**Why does one vibration of tetragonal BaTiO₃ take most of the infrared strength, and why is its frequency negative?**

I have the zone-centre vibrations of BaTiO₃ from a PBEsol calculation. Barium, titanium and oxygen all carry charge and all move, so I expected several strong bands. Instead the intensity piles up in the first row, whose frequency is negative. One row has no intensity at all, and its close neighbour in frequency has almost none. What decides which vibrations are strong?

Zone-centre optical modes of tetragonal BaTiO3 (P4mm, relaxed cell a = 3.955, c = 4.045 Å), from linear response in Ansatz 0.2.0 with PBEsol, plane-wave PAW, a 420 eV cutoff and a 6×6×6 k mesh. Frequencies omit the longitudinal term, and a negative value stands for an imaginary frequency. Intensities are summed over each degenerate level.

```csv
row,phonon frequency (cm⁻¹),phonon degeneracy,phonon infrared intensity ((debye/Å)²/amu)
1,-114.8,2,154
2,163.8,1,6.20
3,170.6,2,3.92
4,284.2,1,0
5,287.1,2,0.552
6,312.8,1,39.1
7,467.9,2,7.63
8,519.0,1,14.3
```

**Answer**

Two sizes are worth remembering. The effective charges in this crystal make it absorb two to three times as strongly as ions with their textbook charges would. Across the polar axis $c$, more than nine tenths of that strength goes into a single kind of motion, titanium against oxygen, and this is also the motion against which the crystal is unstable.

The rows must first be put on an equal footing. A level with phonon degeneracy 2 is a pair of equal vibrations across $c$, one along each of the two equivalent directions, and its intensity is the sum of both. The single levels belong to motion along $c$. Halving row 1 gives 77 (debye/Å)²/amu for one direction, still twice the 39.1 of row 6, the strongest vibration along $c$. Degeneracy is therefore not what puts row 1 ahead.

A vibration absorbs infrared light if it makes an oscillating dipole. Let $Z_i$ be the Born charge of atom $i$, that is, the dipole created per unit displacement, and $m_i$ its mass. In a normal mode the atom moves by $e_i/\sqrt{m_i}$, where the numbers $e_i$ form a vector of length one. The intensity is then

$$I=\Big(\sum_i \frac{Z_i}{\sqrt{m_i}}\,e_i\Big)^2 ,$$

the squared projection of the mode on a fixed vector with entries $Z_i/\sqrt{m_i}$. The modes are perpendicular to each other and span every possible motion, so their intensities for one direction add up to $\sum_i Z_i^2/m_i$. Forces between the atoms only decide how this fixed total is shared out.

For one direction across $c$, the same calculation gives charges of 7.02 for Ti, 2.76 for Ba, −5.61 for the oxygen whose Ti–O chain runs that way, and −2.03 and −2.14 for the other two oxygens. In units of $e^2$/amu the sum is

$$\frac{7.02^2}{47.9}+\frac{5.61^2}{16.0}+\frac{2.03^2+2.14^2}{16.0}+\frac{2.76^2}{137}\approx 1.03+1.97+0.54+0.06=3.60 .$$

One $e^2$ is $4.80^2$ (debye/Å)², which makes the total 83 (debye/Å)²/amu. The table's intensities add up to the same value. They have to, because they were computed from these charges, so the agreement confirms the book-keeping and is no test of the physics. What the sum does show is where the strength comes from: the light chain oxygen supplies more than half of it, titanium less than a third.

Light oxygen alone would not be enough. With the formal charges +2, +4 and −2 and the same masses, the total is only 26 (debye/Å)²/amu, against 83 across $c$ and 60 along it. The excess comes from charges far above the formal ones, and their accepted cause is the mixing of oxygen 2p with titanium 3d states. When Ti approaches an oxygen, the bond becomes more covalent and electrons flow from O towards Ti. This current adds to the dipole of the moving ions.

The shares now tell how the atoms move. The motion that would collect the whole strength has displacements proportional to $Z_i/m_i$: across $c$, the chain oxygen moves 2.4 times as far as Ti and in the opposite direction, while Ba hardly stirs. Row 1 holds 93 % of the strength across $c$, so its motion must resemble this pattern, although the exact ratio of the displacements can still differ noticeably.

Theory explains how such a strongly polar motion can also be soft. Short-range repulsion pushes displaced atoms back, whereas the dipoles they create line up head to tail along the Ti–O chains and pull them further out. The larger the dipole, the stronger this pull. In row 1 it wins: the negative frequency stands for an imaginary one, meaning that the energy falls when the atoms move along this mode.

Along $c$ the same contest has already been settled. Titanium sits off centre, with one short Ti–O bond of 1.84 Å, and the structure has relaxed to an energy minimum in that direction. Further polar motion along $c$ therefore costs energy, and row 6 lies at a real 312.8 cm⁻¹. The uneven bonds also lower the charges of Ti and of the chain oxygen: they are 5.73 and −4.65 along $c$, against 7.02 and −5.61 across it.

The strength along $c$ is less concentrated as well: row 6 holds 66 %, row 8 24 % and row 2 10 %. A likely reason is that the stiffened polar motion has moved up among the other vibrations along $c$ and mixes with them. The lead of row 1 over row 6, a factor of 2.0, is the product of two nearly equal parts, a total 1.4 times larger and a share 1.4 times larger.

The two faint rows have a reason in symmetry. In row 4 two equivalent oxygens move in opposite directions along $c$, and their dipoles cancel exactly. Row 5 descends from the same silent vibration of the cubic crystal, but its motion runs across $c$, where the two oxygens are no longer equivalent. It can therefore borrow a little polar motion, enough for 0.3 % of the strength. The two levels lie only 2.9 cm⁻¹ apart, too close to trust their order.

Rows 2 and 3 are low and weak for another reason. By the usual assignment for this crystal, heavy Ba moves there mainly against the TiO₃ group, with some distortion of the group mixed in. Inside that group the large charges of Ti and O mostly cancel, which leaves a small dipole on a large mass. Row 7 shows the other side of the fixed total: row 1 leaves only about 7 % of the strength across $c$ for rows 3, 5 and 7 together, so none of them can be strong.

For practical use, don't look for row 1 as a peak in a measured spectrum. The calculation describes a crystal without thermal motion, held in its tetragonal symmetry, whereas the real tetragonal phase near room temperature is stabilised by that motion. There the same vibration appears as a broad, heavily damped band at low frequency. The cell is also stretched more along $c$ than the real one, by about 2 % instead of roughly 1 %, and soft polar modes react strongly to such strain. All frequencies here are transverse ones, without the longitudinal shift, and the PBEsol run used PAW datasets made for PBE. The division into strong, weak and silent vibrations is the safer lesson; the value of the imaginary frequency is the least safe number in the table.

The printed analysis below lists the share of every level and the sums over charges and masses for both directions.

Output of the analysis:

```
Strength of one component and its share of the total for its direction:
  row  intensity per component  share in percent
    1                       77             92.71
    2                      6.2              10.4
    3                     1.96              2.36
    4                        0                 0
    5                    0.276            0.3323
    6                     39.1              65.6
    7                    3.815             4.594
    8                     14.3             23.99
Number of optical modes: 12
Total strength for one direction across c from the table, (debye/Å)²/amu: 83.05
Same total from Born charges and masses, (debye/Å)²/amu: 83.02
Total strength along c from the table, (debye/Å)²/amu: 59.6
Same total from Born charges and masses along c, (debye/Å)²/amu: 59.62
Total for one direction with formal charges +2 +4 -2, (debye/Å)²/amu: 25.69
Gain over formal charges across c, factor: 3.232
Gain over formal charges along c, factor: 2.321
Part of the across-c sum from the O whose Ti-O chain runs that way, percent: 54.69
Part of the across-c sum from Ti, percent: 28.64
Part of the along-c sum from the O whose Ti-O chain runs along c, percent: 52.4
Part of the along-c sum from Ti, percent: 26.55
Most polar pattern across c, displacement of chain O relative to Ti: -2.39
Most polar pattern across c, displacement of Ba relative to Ti: 0.137
Row 1 over row 6 in strength per component, factor: 1.969
of which larger total across c, factor: 1.393
of which larger share of the total, factor: 1.413
Row 5 minus row 4, cm⁻¹: 2.9
Row 3 minus row 2, cm⁻¹: 6.8
Row 8 minus row 7, cm⁻¹: 51.1
```
